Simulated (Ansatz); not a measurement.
A relaxed cell of FeSi is given with its symmetry left out. It was relaxed at this level from a cell as deposited in COD.

These are results of Ansatz, DFT PBE, scalar-relativistic, plane waves, PAW, not measurements. Cutoff 420 eV, Γ-centred mesh, Gaussian smearing, no spin polarisation.

```
Fe Si
1.0
     4.44801    0.00000    0.00000
     0.00000    4.44801    0.00000
     0.00000    0.00000    4.44801
Fe Si
4 4
Cartesian
  0.6049 0.6049 0.6049
  1.6191 3.8431 2.8289
  2.8289 1.6191 3.8431
  3.8431 2.8289 1.6191
  3.7395 3.7395 3.7395
  2.9325 0.7085 1.5155
  1.5155 2.9325 0.7085
  0.7085 1.5155 2.9325
```

Formation energies are uncorrected and refer to the elements' standard structures at the same level.

Problem. What space group does it have?

Solution. P2_13 (No. 198), the FeSi (B20) type. Conventional cell: a = 4.448 Å. Fe is surrounded by 4 Si at 2.27–2.31 Å, 3 Si at 2.50 Å and 6 Fe at 2.73 Å; Si has 4 Fe at 2.27–2.31 Å, 3 Fe at 2.50 Å and 6 Si at 2.76 Å.

Problem. How far does it lie from the elements in energy?

Solution. −0.511 eV/atom. Whether it is stable depends on the other phases of the system, which aren't compared here.

Problem. Is it a metal?

Solution. No, the gap on the 8×8×8 mesh is 0.17 eV.

The last run used an 8×8×8 mesh for its 8-atom cell and Gaussian smearing of 0.01 eV. Kohn–Sham gaps at this level usually fall short of measured ones. Trial moments died out on the coarse mesh, so the last step has no spin; another magnetic start might hold. Small gaps are read on the mesh alone, and bands can cross between its points. A later test with randomly moved atoms came back to the same energy, though modes that don't fit the test's cell weren't probed.
